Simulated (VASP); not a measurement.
# Settings for ZnS: self-consistent run

ZnS, P6_3mc (no. 186), 4 atoms in the cell. PBE0; PAW potentials Zn, S (PBE set). VASP 6.6.1.

Wanted: energy within 0.2 meV/atom; levels at the zone centre within 0.003 eV.

What the run is for: comparing ways to start; Accuracy asked: tight.

Levels at the zone centre: counted from the valence top at that point.

POSCAR:
```
ZnS
1.0
    3.8110000000      0.0000000000      0.0000000000
   -1.9055000000      3.3004228138      0.0000000000
    0.0000000000      0.0000000000      6.2340000000
Zn S
2 2
Direct
    0.6666666667      0.3333333333      0.5000000000
    0.3333333333      0.6666666667      0.0000000000
    0.6666666667      0.3333333333      0.8850000000
    0.3333333333      0.6666666667      0.3850000000
```

## How the run starts (with a second run first, the time holds both)

| How the run starts (with a second run first, the time holds both) | Energy less reference (meV/atom) | Levels at the zone centre, largest deviation (eV) | Time (s) |
|---|---|---|---|
| from scratch: 20 SCF iterations | 0.00 | 0.0000 | 2009 |
| PBE orbitals (WAVECAR): 12 + 11 SCF iterations | 0.00 | 0.0004 | 1394 |
| PBE density (CHGCAR): 12 + 15 SCF iterations | 0.00 | 0.0004 | 1269 |
| loose PBE orbitals: 10 + 11 SCF iterations | 0.00 | 0.0003 | 1530 |
| coarse exchange grid first: 12 + 6 + 5 SCF iterations | 0.00 | 0.0003 | 886 |

Chosen: coarse exchange grid first: 12 + 6 + 5 SCF iterations, the fastest of those that stay within half of the tolerance.

## All choices together

| Input | Energy less reference (meV/atom) | Levels at the zone centre, largest deviation (eV) | Time (s) |
|---|---|---|---|
| chosen settings | 0.00 | 0.0003 | 886 |
| reference settings throughout | 0.00 | 0.0000 | 2009 |

The tolerance is met.

Values of the reference run: Levels at the zone centre: -0.0634, 0, 4.136 eV from the valence top at Gamma.

## The input

INCAR.step1:
```
SYSTEM = ZnS
ISMEAR = 0 ; SIGMA = 0.03
LWAVE = .True. ; LCHARG = .True.
ISIF = 2 ; PREC = Accurate
LASPH = .True. ; LREAL = .False.
ALGO = Normal ; EDIFF = 1E-5
NELM = 120 ; GGA_COMPAT = .False.
ENCUT = 400 ; EFERMI = MIDGAP
GGA = PE
```

INCAR.step2, as INCAR.step1 but for:
```
- EDIFF = 1E-5
+ LHFCALC = .True.
+ AEXX = 0.25
+ EDIFF = 1E-4
+ PRECFOCK = Fast
+ ISTART = 1
+ NKRED = 2
```

INCAR.step3, as INCAR.step2 but for:
```
- LWAVE = .True.
- LCHARG = .True.
- EDIFF = 1E-4
- PRECFOCK = Fast
- NKRED = 2
+ LWAVE = .False.
+ LCHARG = .False.
+ EDIFF = 1E-6
+ PRECFOCK = Normal
```

KPOINTS:
```
k-points
0
Gamma
  4 4 4
```

Commands (each step's output is kept before the next begins):
```
cat potpaw_PBE.64/Zn/POTCAR potpaw_PBE.64/S/POTCAR > POTCAR
cp INCAR.step1 INCAR
mpirun -np 1 vasp_std > vasp.out
cp INCAR.step2 INCAR
mpirun -np 1 vasp_std > vasp.out
cp INCAR.step3 INCAR
mpirun -np 1 vasp_std > vasp.out
```

The chosen input took VASP 6.6.1 886 s on 1 core (AMD EPYC 9R45 (Zen 5)), a shared host.
